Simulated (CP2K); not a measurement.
Runs of CP2K 2026.2 on Sn. The structure is orthorhombic, space group Immm (No. 71). The conventional cell has a = 3.453 Å, b = 3.551 Å, c = 4.677 Å, α = 90.00°, β = 90.00°, γ = 90.00°. Sn (site symmetry mmm) has 12 Sn at 3.41 to 3.55 Å as nearest neighbours. This isn't the form of Sn at room conditions, which is tetragonal (white tin).

```csv
task,level,potentials or basis,cell,k mesh,smearing,EPS_DEFAULT,k points reduced by the point group,NGRIDS,basis sets,potentials,gap on the mesh (eV),pressure (GPa)
band structure,LDA,GTH_POTENTIALS Sn GTH-PADE-q4; TZVP-MOLOPT-PBE-GTH basis,as given,11 × 11 × 11,fermi-dirac 0.05 eV,1.0E-9,yes,5,Sn TZVP-MOLOPT-PBE-GTH-q4,Sn GTH-PADE-q4 of GTH_POTENTIALS,none,(a)
relaxation of cell and atoms,LDA,GTH_POTENTIALS Sn GTH-PADE-q4; TZVP-MOLOPT-PBE-GTH basis,relaxed,11 × 11 × 11,fermi-dirac 0.05 eV,1.0E-10,-,4,Sn TZVP-MOLOPT-PBE-GTH-q4,Sn GTH-PADE-q4 of GTH_POTENTIALS,none,0.0
band structure,r2SCAN,POTENTIAL_UZH Sn GTH-SCAN-q4; TZVP-MOLOPT-SCAN-GTH basis,as given,11 × 11 × 11,fermi-dirac 0.0259 eV,1.0E-9,yes,4,Sn TZVP-MOLOPT-SCAN-GTH-q4,Sn GTH-SCAN-q4 of POTENTIAL_UZH,none,-4.8
relaxation of cell and atoms,LDA,GTH_POTENTIALS Sn GTH-PADE-q4; TZVP-MOLOPT-PBE-GTH basis,relaxed,8 × 8 × 8,fermi-dirac 0.05 eV,1.0E-9,-,5,Sn TZVP-MOLOPT-PBE-GTH-q4,Sn GTH-PADE-q4 of GTH_POTENTIALS,none,-0.1
relaxation of cell and atoms,LDA,GTH_POTENTIALS Sn GTH-PADE-q4; TZVP-MOLOPT-PBE-GTH basis,relaxed,8 × 8 × 8,fermi-dirac 0.01 eV,1.0E-9,-,5,Sn TZVP-MOLOPT-PBE-GTH-q4,Sn GTH-PADE-q4 of GTH_POTENTIALS,none,0.0
```

Alike in all rows: no spin polarisation.

Task: Estimate the missing entries.

Result: (a) -4.6.

Caveats: the basis of atomic orbitals isn't converged, which shifts pressures, moduli and gaps; more than 0.5 GPa of stress was left at the end, so the final cell isn't listed (some runs).

A k mesh can miss the band edges, and the runs leave out spin-orbit coupling on Sn.

A gap of «none» marks a metal or a gap under the smearing width.

Not every run made on this cell is shown here.
